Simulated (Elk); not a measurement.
## FeGe: spin-resolved bands and density of states

Aim: the bands and densities of states of FeGe in the lowest state of several starts.

Method: PBE; all-electron APW+lo, Dirac cores, scalar-relativistic bands, in Elk 11.2.3 (patched build).

### 1. The starting structure

It takes space group P6/mmm (No. 191, hexagonal). The conventional cell has a = 4.998 Å, b = 4.998 Å, c = 4.116 Å, α = 90.00°, β = 90.00°, γ = 120.00°. Nearest to Fe lie 4 Fe at 2.50 Å and 6 Ge at 2.50 to 2.51 Å. Ge has 6 Fe at 2.50 Å nearest. Ge has 6 Fe at 2.51 Å nearest. Farther neighbours are not listed.

The cell comes from a database of computed structures and need not be the stable phase.

### 2. The magnetic state

Bands and densities of states are read from a converged potential, so the magnetic state comes first.

This is the lowest of the starts that converged (ferro +++).

Moments are seeded by fields in the spheres (the last three columns under atoms), set against the wanted direction and reduced each loop.

elk.in reads:

```
tasks
  0

xctype
  20

reducebf
  0.5

epsengy
  1e-05

maxscl
  100

rgkmax
  7.0

nempty
  12

swidth
  0.003

lmaxi
  3

spinpol
  .true.

sppath
  './'

avec
  9.44409969445 0.00000000000 0.00000000000
  -4.72204984723 8.17883025124 0.00000000000
  0.00000000000 0.00000000000 7.77766174582

atoms
  2
  'Fe.in'
  3
  0.5000000000 0.0000000000 0.0000000000   0.000000 0.000000 -0.210000
  0.5000000000 0.5000000000 0.0000000000   0.000000 0.000000 -0.210000
  0.0000000000 0.5000000000 0.0000000000   0.000000 0.000000 -0.210000
  'Ge.in'
  3
  0.0000000000 0.0000000000 0.0000000000   0.000000 0.000000 0.000000
  0.3333333300 0.6666666700 0.5000000000   0.000000 0.000000 0.000000
  0.6666666700 0.3333333300 0.5000000000   0.000000 0.000000 0.000000

ngridk
  6 6 6
```

Started as:

```bash
OMP_NUM_THREADS=2 elk
```

Numbers of over 12 decimals in the logs are rounded to 6 here.

The log of the run:

```text
Warning(gndstate): core states of species 2 leak from the muffin-tin :   0.4825859395E-03

--- INFO.OUT ---
┌─────────────────────────┐
│ Elk code version 11.2.3 │
└─────────────────────────┘

All units are atomic (Hartree, Bohr, etc.)

┌─────────────────────────────────────────────────┐
│ Ground-state run starting from atomic densities │
└─────────────────────────────────────────────────┘

Lattice vectors :
   9.444099694       0.000000000       0.000000000
  -4.722049847       8.178830251       0.000000000
   0.000000000       0.000000000       7.777661746

Species : 1 (Fe)
 parameters loaded from : Fe.in
 name : iron
 nuclear charge    :   -26.00000000
 electronic charge :    26.00000000
 atomic mass :    101799.2075
 muffin-tin radius :    2.336024924
 number of radial points in muffin-tin :    993
 inner part over the whole radius :   0.9975523402E-02
 number on inner part of muffin-tin    :    700
 approximate nuclear radius :   0.7160107270E-04
 number of mesh points to nuclear radius :    332
 atomic positions (lattice), magnetic fields (Cartesian) :
  1 :   0.00000000  0.00000000  0.00000000    0.00000000  0.00000000 -0.21000000
  2 :   0.00000000  0.50000000  0.00000000    0.00000000  0.00000000 -0.21000000
  3 :   0.50000000  0.50000000  0.00000000    0.00000000  0.00000000 -0.21000000

Species : 2 (Ge)
 parameters loaded from : Ge.in
 name : germanium
 nuclear charge    :   -32.00000000
 electronic charge :    32.00000000
 atomic mass :    132414.6196
 muffin-tin radius :    2.336024924
 number of radial points in muffin-tin :    993
 inner part over the whole radius :   0.9985464432E-02
 number on inner part of muffin-tin    :    702
 approximate nuclear radius :   0.7637961215E-04
 number of mesh points to nuclear radius :    341
 atomic positions (lattice), magnetic fields (Cartesian) :
  1 :   0.50000000  0.00000000  0.00000000    0.00000000  0.00000000  0.00000000
  2 :  -0.16666667 -0.33333333  0.50000000    0.00000000  0.00000000  0.00000000
  3 :   0.16666667  0.33333333  0.50000000    0.00000000  0.00000000  0.00000000

Total number of atoms per unit cell :    6
Total muffin-tin volume :    320.3850746
 ratio of muffin-tin to unit cell volume :   0.5332998563

Spin treatment :
 spin-polarised
 global magnetic field (Cartesian) :    0.000000000       0.000000000       0.000000000
 collinear magnetisation in z-direction

Number of Bravais lattice symmetries :   24
Number of crystal symmetries         :   24
Crystal has inversion symmetry
Real symmetric eigensolver will be used

k-point grid :      6     6     6
k-point offset :    0.000000000       0.000000000       0.000000000
k-point set is reduced with full crystal symmetry group
Total number of k-points :       28

Muffin-tin radius times maximum |G+k| :    7.000000000
 using average radius
Maximum |G+k| for APW functions       :    2.996543371
Maximum (1/2)|G+k|²                   :    4.489636088
Maximum |G| for potential and density :    12.00000000
Constant for pseudocharge density :    7
 order of it for each species :   14  14
 order of it for pair densities of each species (exact exchange by exxq0 0: 14) :   10  10
Radial integration step length :    1

G-vector grid sizes :     40    40    30
Number of G-vectors :    17501

Maximum angular momentum used for
 APW functions            :    8
 outer part of muffin-tin :    6
 inner part of muffin-tin :    3

Number of empty states         :     72
Total number of valence states :    236
Total number of core states    :     84

Third-order local-orbitals added for an l without core states : T
Total number of local-orbitals :    129

Exchange-correlation functional :     20     0     0
 Perdew-Burke-Ernzerhof, Phys. Rev. Lett. 77, 3865 (1996)
 gradient requirement :    1
 generalised gradient approximation (GGA)

Smearing type :    3
 Fermi-Dirac
Smearing width :   0.3000000000E-02
Effective electronic temperature (K) :    947.3250744

Mixing type :    3
 Broyden mixing, J. Phys. A: Math. Gen. 17, L317 (1984)

Kohn-Sham potential initialised from atomic data

┌──────────────────────────────┐
│ Self-consistent loop started │
└──────────────────────────────┘

┌─────────────────┐
│ Loop number : 1 │
└─────────────────┘

Energies :
 Fermi                       :     0.150205
 sum of occupied eigenvalues :     -5846.8154194192
 electron kinetic            :      10306.426093388
 core electron kinetic       :      9408.2016134941
 Coulomb                     :     -20014.475371687
 Coulomb potential           :     -15587.500165745
 nuclear-nuclear             :     -1509.5448382525
 electron-nuclear            :     -21469.766364161
 Hartree                     :      2964.8358307270
 Madelung                    :     -12220.725288814
 xc potential                :     -565.45257207695
 xc effective B-field        :    -0.205029
 external B-field            :      0.000000
 exchange                    :     -399.89050838337
 correlation                 :     -8.375753
 electron entropic           :    -0.37308160717147E-02
 total energy                :     -10116.319270620
 (external B-field energy excluded from total)

Density of states at Fermi energy :    122.3780202
 (states/Hartree/unit cell)

Estimated indirect band gap :   0.3319614743E-03
 from k-point 17 to k-point 22
Estimated direct band gap   :   0.4591537973E-02
 at k-point 20

Charges :
 core                        :    84.00000000
 valence                     :    90.00000000
 interstitial                :    6.680380762
 muffin-tins (core leakage)
  species : 1 (Fe)
   atom 1                    :    25.73265769     ( -0.2242533164E-06)
   atom 2                    :    25.73265769     ( -0.2242533164E-06)
   atom 3                    :    25.73265769     ( -0.2242533164E-06)
  species : 2 (Ge)
   atom 1                    :    29.98628349     (  0.5040456800E-03)
   atom 2                    :    30.06768134     (  0.5071261849E-03)
   atom 3                    :    30.06768134     (  0.5071261849E-03)
 total in muffin-tins        :    167.3196192
 total calculated charge     :    173.9972438
 total charge                :    174.0000000
 error                       :   0.2756159218E-02

Moments :
 interstitial                :  -0.2034373162
 muffin-tins
  species : 1 (Fe)
   atom 1                    :    1.807992868
   atom 2                    :    1.807992868
   atom 3                    :    1.807992868
  species : 2 (Ge)
   atom 1                    :  -0.1028580146
   atom 2                    :  -0.6371311738E-01
   atom 3                    :  -0.6371311738E-01
 total in muffin-tins        :    5.193694355
 total moment                :    4.990257039

[... earlier loops left out ...]

┌──────────────────┐
│ Loop number : 20 │
└──────────────────┘

Energies :
 Fermi                       :     0.299521
 sum of occupied eigenvalues :     -5828.4255838304
 electron kinetic            :      10300.339292231
 core electron kinetic       :      9407.9798278705
 Coulomb                     :     -20008.842452973
 Coulomb potential           :     -15599.545460720
 nuclear-nuclear             :     -1509.5448382525
 electron-nuclear            :     -21445.849522667
 Hartree                     :      2946.5519079463
 Madelung                    :     -12209.069722613
 xc potential                :     -529.07080436030
 xc effective B-field        :    -0.148612
 external B-field            :      0.000000
 exchange                    :     -398.82624530877
 correlation                 :     -8.371303
 electron entropic           :    -0.35940795306983E-02
 total energy                :     -10115.704302683
 (external B-field energy excluded from total)

Density of states at Fermi energy :    116.9158115
 (states/Hartree/unit cell)

Estimated indirect band gap :   0.3098317265E-03
 from k-point 25 to k-point 23
Estimated direct band gap   :   0.1102593415E-02
 at k-point 25

Charges :
 core                        :    84.00000000
 valence                     :    90.00000000
 interstitial                :    7.377390082
 muffin-tins (core leakage)
  species : 1 (Fe)
   atom 1                    :    25.12391845     ( -0.2242530428E-06)
   atom 2                    :    25.12391845     ( -0.2242530428E-06)
   atom 3                    :    25.12391845     ( -0.2242530428E-06)
  species : 2 (Ge)
   atom 1                    :    30.39210663     (  0.4805815737E-03)
   atom 2                    :    30.42937396     (  0.4825859395E-03)
   atom 3                    :    30.42937396     (  0.4825859395E-03)
 total in muffin-tins        :    166.6226099
 total calculated charge     :    173.9973455
 total charge                :    174.0000000
 error                       :   0.2654457665E-02

Moments :
 interstitial                :  -0.1152689462
 muffin-tins
  species : 1 (Fe)
   atom 1                    :    1.491938773
   atom 2                    :    1.491938773
   atom 3                    :    1.491938773
  species : 2 (Ge)
   atom 1                    :  -0.9390190310E-01
   atom 2                    :  -0.5958204462E-01
   atom 3                    :  -0.5958204462E-01
 total in muffin-tins        :    4.262750326
 total moment                :    4.147481379

┌──────────────────────────────┐
│ Self-consistent loop stopped │
└──────────────────────────────┘

Warning : core states of species 2 leak from the muffin-tin :   0.4825859395E-03

Wrote STATE.OUT
```

It took 9.6 min on 2 threads of Arm Neoverse V2, shared host; peak memory 0.36 GiB; 19 min of CPU time.

Spin moment in the muffin-tin sphere by atom:

```csv
atom,spin moment in the muffin-tin sphere (μB)
Fe1,1.49
Fe2,1.49
Fe3,1.49
Ge4,-0.09
Ge5,-0.06
Ge6,-0.06
```

This step gave:

- density of states at the Fermi level: 4.297 states/eV/cell
- moment between the spheres: -0.1153 μB
- magnetization: 4.147 μB
- final state: ferromagnetic

### 3. Bands and density of states

The potential is kept. Point names follow a standard table for this cell's lattice and can differ from other conventions. The density of states is interpolated from the levels on the mesh (so its value at the Fermi level can differ from the smeared one of the ground-state run), and the bands are solved anew along a path of special points.

elk.in reads:

```
tasks
  10
  20
  15
  33
  73

xctype
  20

reducebf
  0.5

epsengy
  1e-05

maxscl
  100

rgkmax
  7.0

nempty
  12

swidth
  0.003

lmaxi
  3

spinpol
  .true.

sppath
  './'

avec
  9.44409969445 0.00000000000 0.00000000000
  -4.72204984723 8.17883025124 0.00000000000
  0.00000000000 0.00000000000 7.77766174582

atoms
  2
  'Fe.in'
  3
  0.5000000000 0.0000000000 0.0000000000   0.000000 0.000000 -0.000210
  0.5000000000 0.5000000000 0.0000000000   0.000000 0.000000 -0.000210
  0.0000000000 0.5000000000 0.0000000000   0.000000 0.000000 -0.000210
  'Ge.in'
  3
  0.0000000000 0.0000000000 0.0000000000   0.000000 0.000000 0.000000
  0.3333333300 0.6666666700 0.5000000000   0.000000 0.000000 0.000000
  0.6666666700 0.3333333300 0.5000000000   0.000000 0.000000 0.000000

ngridk
  6 6 6

wplot
  300 60 1
  -0.35000 0.25000

plot1d
  7 84
  0.00000000 0.00000000 0.00000000
  0.50000000 0.00000000 0.00000000
  0.33333333 0.33333333 0.00000000
  0.00000000 0.00000000 0.00000000
  0.00000000 0.00000000 0.50000000
  0.50000000 0.00000000 0.50000000
  0.33333333 0.33333333 0.50000000

plot3d
  0 0 0
  1 0 0
  0 1 0
  0 0 1
  25 25 21
```

Started as:

```bash
OMP_NUM_THREADS=2 elk
```

The log of the run:

```text
┌─────────────────────────────────┐
│ Elk code version 11.2.3 started │
└─────────────────────────────────┘

Info(readinput): the functional depends on the density's gradient
 muffin-tin radial points multiplied by    2.00000
 (not where nrmtscf is given)

┌───────────────────┐
│ Current task : 10 │
└───────────────────┘
Info(checkmt): changed muffin-tin radius of species 1 (Fe) from   2.4000 to   2.3360
Info(checkmt): changed muffin-tin radius of species 2 (Ge) from   2.4000 to   2.3360

Info(findsymcrys): atomic basis shift (lattice) :
  0.5000000000       0.000000000       0.000000000
See GEOMETRY.OUT for new atomic positions

Info(writedos):
 Total density of states written to TDOS.OUT

 Partial density of states written to PDOS_Sss_Aaaaa.OUT
 for all species and atoms

 Spin-quantisation axis :    0.000000000       0.000000000       1.000000000

 Eigenvalues of a random matrix symmetrised with the site
 symmetries in the Yₗₘ basis written to ELMIREP.OUT for all
 species and atoms. Degenerate eigenvalues correspond to
 irreducible representations of each site symmetry group

 Interstitial density of states written to IDOS.OUT

 Fermi energy is at zero in plots

 DOS units are states/Hartree/unit cell

┌───────────────────┐
│ Current task : 20 │
└───────────────────┘
Info(checkmt): changed muffin-tin radius of species 1 (Fe) from   2.3360 to   2.3045
Info(checkmt): changed muffin-tin radius of species 2 (Ge) from   2.3360 to   2.3676

Info(bandstr):
 Band structure plot written to BAND.OUT

 Fermi energy is at zero in plot

 Vertex location lines written to BANDLINES.OUT

┌───────────────────┐
│ Current task : 15 │
└───────────────────┘

Info(writelsj):
 muffin-tin L, S and J expectation values written to LSJ.OUT

┌───────────────────┐
│ Current task : 33 │
└───────────────────┘

Info(rhoplot): 3D density plot written to RHO3D.OUT

┌───────────────────┐
│ Current task : 73 │
└───────────────────┘

Info(vecplot):
 3D magnetisation density written to MAG3D.OUT

┌──────────────────┐
│ Elk code stopped │
└──────────────────┘
```

Run time: 3.4 min. Hardware: 2 threads; peak memory 0.48 GiB.

Electronic bands along the path, in eV, zero at the Fermi level; # counts the bands kept:

```csv
point,up #18,up #19,up #21,up #22,down #15,down #17,down #18,down #19
Γ,-1.24,-0.25,1.22,1.22,0.28,0.55,0.55,0.97
0.47 of the way,-0.74,0.29,1.54,1.80,0.17,0.52,0.75,1.30
M,0.41,0.45,1.36,1.66,-0.31,0.52,1.35,1.44
0.56 of the way,0.44,0.73,1.34,1.47,-0.39,0.51,1.35,1.42
K,0.58,0.80,1.36,1.36,-0.51,0.73,1.37,1.44
halfway,-0.47,0.28,1.84,2.21,0.09,0.46,0.93,1.23
Γ,-1.24,-0.25,1.22,1.22,0.28,0.55,0.55,0.97
halfway,-1.27,-0.15,0.17,0.23,0.27,0.39,0.50,0.50
A,-1.31,-1.31,-0.39,-0.16,-0.55,0.34,0.34,0.36
halfway,-1.23,-1.10,-0.12,0.60,-0.56,0.24,0.42,0.43
L,-1.29,-1.20,0.00,1.03,-0.56,0.03,0.24,0.39
0.44 of the way,-1.30,-1.22,0.36,1.57,-0.51,-0.09,0.00,0.33
H,-1.52,-1.25,1.13,2.63,-0.57,-0.19,0.02,0.02
```

The density of states has structure finer than the step of the table below, so its rows give means over 0.5 eV, whole bins alone (the curve runs from -9.52 to 6.75 eV). Peaks (eV: height): up -4.57: 3.20, -4.03: 3.71, -2.94: 5.13, -1.25: 9.37; down -3.27: 3.93, -2.50: 3.90, -2.01: 5.79, 0.44: 8.65; Fe1 d up -4.03: 0.722, -2.29: 1.32, -1.25: 2.80, 0.33: 0.671; Fe1 d down -2.01: 1.35, 0.44: 2.55, 1.31: 0.787; Ge4 p up -4.08: 0.264, 1.47: 0.219, 2.45: 0.248, 3.76: 0.209.

Density of states against energy, zero at the Fermi level; means over each step; values in states/eV/cell:

```csv
energy (eV),up,down,Fe1 d up,Fe1 d down,Ge4 p up,Ge4 p down
-9.0,1.13,1.04,0.0247,0.0170,0.00244,0.00244
-8.5,1.12,1.08,0.0354,0.0253,0.00283,0.00299
-8.0,0.456,0.460,0.0187,0.0128,0.00103,0.00117
-7.5,0.238,0.275,0.0122,0.0100,2.9e-4,3.7e-4
-7.0,0.0320,0.0527,9.8e-4,0.00160,3.5e-5,3.1e-5
-6.5,0.177,0.0428,0.00645,7.4e-4,0.0110,0.00335
-6.0,0.683,0.505,0.0438,0.0153,0.0336,0.0355
-5.5,0.700,0.590,0.0455,0.0278,0.0516,0.0391
-5.0,1.88,1.13,0.196,0.0551,0.125,0.0948
-4.5,2.39,1.53,0.335,0.103,0.116,0.128
-4.0,2.62,1.81,0.484,0.190,0.186,0.0993
-3.5,2.72,1.64,0.525,0.215,0.128,0.107
-3.0,4.64,2.78,1.10,0.388,0.127,0.249
-2.5,4.84,2.95,1.16,0.529,0.143,0.183
-2.0,2.48,4.45,0.673,0.997,0.0271,0.171
-1.5,6.04,2.84,1.78,0.675,0.0120,0.0887
-1.0,3.35,1.77,0.937,0.468,0.0187,0.00795
-0.5,1.17,2.23,0.268,0.611,0.0147,0.00564
0.0,1.40,3.48,0.282,0.972,0.0828,0.0406
0.5,2.28,5.68,0.446,1.65,0.158,0.0463
1.0,1.28,2.23,0.205,0.517,0.115,0.114
1.5,1.58,2.27,0.205,0.513,0.179,0.116
2.0,0.963,1.86,0.0948,0.338,0.114,0.149
2.5,1.27,1.44,0.102,0.197,0.171,0.157
3.0,0.883,1.30,0.0711,0.150,0.0747,0.0997
3.5,1.28,0.887,0.0950,0.0894,0.125,0.0562
4.0,1.72,1.79,0.0981,0.155,0.166,0.158
4.5,1.21,1.63,0.0653,0.134,0.0706,0.123
5.0,0.853,1.07,0.0376,0.0716,0.0372,0.0518
5.5,0.929,0.906,0.0421,0.0508,0.0409,0.0369
6.0,0.946,0.782,0.0405,0.0464,0.0510,0.0363
```

### 4. Outcome

* state: ferromagnetic
* largest moment: 1.49 μB

Right at the Fermi level (the table gives means over its steps) the density of states is 1.2 states/eV a cell for spin up and 3.1 for spin down. Within the window shown, the centres of the Fe1 d states of the two spins lie 1.3 eV apart, a rough measure of the splitting of the spins. The state is the lowest of the starts that converged; no opposed start was among them. These are Kohn–Sham levels without spin–orbit coupling.

[Logs and program files are shortened in this print: banners, set-up blocks, solver, clock and traceback lines can be left out without a mark of their own.]

[Logs are printed without paths, hosts, clocks, repeated set-up lines and the standing remarks that a program may print on its own settings, such as how far it seeks lower states.]

[Hosts, paths, dates, database ids (printed as entryN), source tags and the programs' standing remarks are cut or masked in the printed files.]

[Where a cell is said to come from a database of computed structures, the database is the Materials Project.]
